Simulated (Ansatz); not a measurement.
# ZnCu2SnSe4: the cost of one run

Computed with Ansatz 0.2.0 (DFT r2SCAN, scalar-relativistic, plane waves, PAW).

### Step 1. The starting structure

The structure is tetragonal, space group I-4 (No. 82). Conventional cell: a = 5.765 Å, b = 5.765 Å, c = 11.520 Å, α = 90.00°, β = 90.00°, γ = 90.00°. Around Zn (site symmetry -4) lie 4 Se at 2.50 Å. Around Cu (site symmetry -4) lie 4 Se at 2.43 Å. Cu (site symmetry -4) has 4 Se at 2.44 Å as nearest neighbours. Around Sn (site symmetry -4) lie 4 Se at 2.63 Å. Se (site symmetry 1) has 2 Cu at 2.43 to 2.44 Å and 1 Zn at 2.50 Å and 1 Sn at 2.63 Å as nearest neighbours.

Coordinates:

```cif
data_structure
_symmetry_space_group_name_H-M 'I-4'
_symmetry_Int_Tables_number 82
_cell_length_a 5.7649
_cell_length_b 5.7649
_cell_length_c 11.5199
_cell_angle_alpha 90.000
_cell_angle_beta 90.000
_cell_angle_gamma 90.000
_cell_volume 382.85
loop_
_atom_site_label
_atom_site_type_symbol
_atom_site_symmetry_multiplicity
_atom_site_Wyckoff_symbol
_atom_site_fract_x
_atom_site_fract_y
_atom_site_fract_z
_atom_site_occupancy
Zn1 Zn 2 c 0.00000 0.50000 0.25000 1
Cu1 Cu 2 d 0.50000 0.00000 0.25000 1
Cu2 Cu 2 a 0.00000 0.00000 0.00000 1
Sn1 Sn 2 b 0.50000 0.50000 0.00000 1
Se1 Se 8 g 0.26893 0.25961 0.36978 1
```

It goes back to an entry of the Materials Project, which need not be the stable form.

It is the result of an earlier relaxation at this level (volume 23.93 Å³/atom; gap on the mesh: none (metal)).

### Step 2. The same geometry with r2SCAN

Input file input.yaml:

```yaml
crystal:
  lattice:
    - [-2.8824511675, 2.8824511675, 5.7599695616]
    - [2.8824511675, -2.8824511675, 5.7599695616]
    - [2.8824511675, 2.8824511675, -5.7599695616]
  atoms:
    - { symbol: Zn, position: [0.75, 0.25, 0.5] }
    - { symbol: Cu, position: [0.25, 0.75, 0.5] }
    - { symbol: Cu, position: [0.0, 0.0, 0.0] }
    - { symbol: Sn, position: [0.5, 0.5, 0.0] }
    - { symbol: Se, position: [0.6293930906, 0.6387054504, 0.5285377648] }
    - { symbol: Se, position: [0.1101676856, 0.1008553259, 0.4714622352] }
    - { symbol: Se, position: [0.8991446741, 0.3706069094, 0.0093123597] }
    - { symbol: Se, position: [0.3612945496, 0.8898323144, 0.9906876403] }
basis:
  ecutwfc: 500
kpoints:
  mp_grid: { grid: [10, 10, 10] }
  band_path:
    path:
      - [[0.0, 0.0, 0.0], [0.0, 0.0, 0.5], [0.25, 0.25, 0.25], [0.0, 0.5, 0.0], [0.0, 0.0, 0.0], [0.5, 0.5, -0.5], [0.31260709, 0.68739291, -0.31260709]]
      - [[-0.31260709, 0.31260709, 0.31260709], [0.0, 0.0, 0.0]]
      - [[0.0, 0.0, 0.5], [-0.12521419, 0.12521419, 0.5]]
      - [[0.5, 0.5, -0.12521419], [0.5, 0.5, -0.5]]
    npoints: 14
hamiltonian:
  xc: r2scan
scf:
  occupations: { method: gaussian, width: 0.1 }
  n_extra_bands: 20
output:
  forces: true
  stress: true
  eigenvalues: true
  populations: true
  dos: { projected: true, de: 0.02, nscf_kmesh: { grid: [15, 15, 15] } }
  bader: true
  write_density: true
  write_potential: true
  elf: true
  volumetric_format: npy
```

Started as:

```
> ansatz run input.yaml --threads 8 --pin off --max-ram 22528MiB --backend cpu --events-out ev --progress --plain --runs-dir out
```

Q: Estimate wall time and peak memory on 8 threads of Arm Neoverse V1, shared host.

About 5.3 min, with a peak of 5.8 GiB.
